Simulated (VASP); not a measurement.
CoSi in VASP: the effect of Hubbard term

The system is CoSi.

```
Co Si
1.0
     4.43800    0.00000    0.00000
     0.00000    4.43800    0.00000
     0.00000    0.00000    4.43800
Co Si
4 4
Direct
  0.86000 0.64000 0.36000
  0.64000 0.36000 0.86000
  0.36000 0.86000 0.64000
  0.14000 0.14000 0.14000
  0.15700 0.34300 0.65700
  0.34300 0.65700 0.15700
  0.65700 0.15700 0.34300
  0.84300 0.84300 0.84300
```

Alike in all runs:

```yaml
Program: VASP 6.6.1
Task: single point
Functional: r2SCAN
Potentials_or_basis: VASP PAW PBE potentials, release 64 (Co, Si)
Cutoff: 520 eV
k_mesh: 5 × 5 × 5
Occupations: fermi-dirac, width 0.05 eV
Spin: collinear spin, ferromagnetic start
Starting_moments: "[2.0, 2.0, 2.0, 2.0, 0.0, 0.0, 0.0, 0.0] μB"
Further_INCAR_settings: ALGO = Normal; EDIFF = 1e-06
```

```tsv
Hubbard term	pressure (GPa)	moment (μB)	largest force (eV/Å)
Co d U = 2 eV	-0.9	3.93	0.09
Co d U = 3 eV	?	?	?
Co d U = 4 eV	0.1	4.00	0.16
Co d U = 5 eV	1.7	4.00	0.23
Co d U = 6 eV	4.7	4.01	0.33
```

Problem. What does the run with Hubbard term Co d U = 3 eV give?

Solution. Pressure -0.6 GPa; moment 4.00 μB; largest force 0.12 eV/Å.

Worked out: A parabola through the other rows of the pressure, of slope 0.436 GPa per eV there, gives -0.9 GPa, against the run's -0.6. A parabola through the other rows of the moment, of slope 0.0318 μB per eV there, gives 3.97 μB, against the run's 4.00. A parabola through the other rows of the largest force, of slope 0.0344 eV/Å per eV there, gives 0.11 eV/Å, against the run's 0.12.

Caveats: the PAW data sets were made with another functional, which shifts forces and pressure a little; the U is typed as a test and isn't derived for this compound.
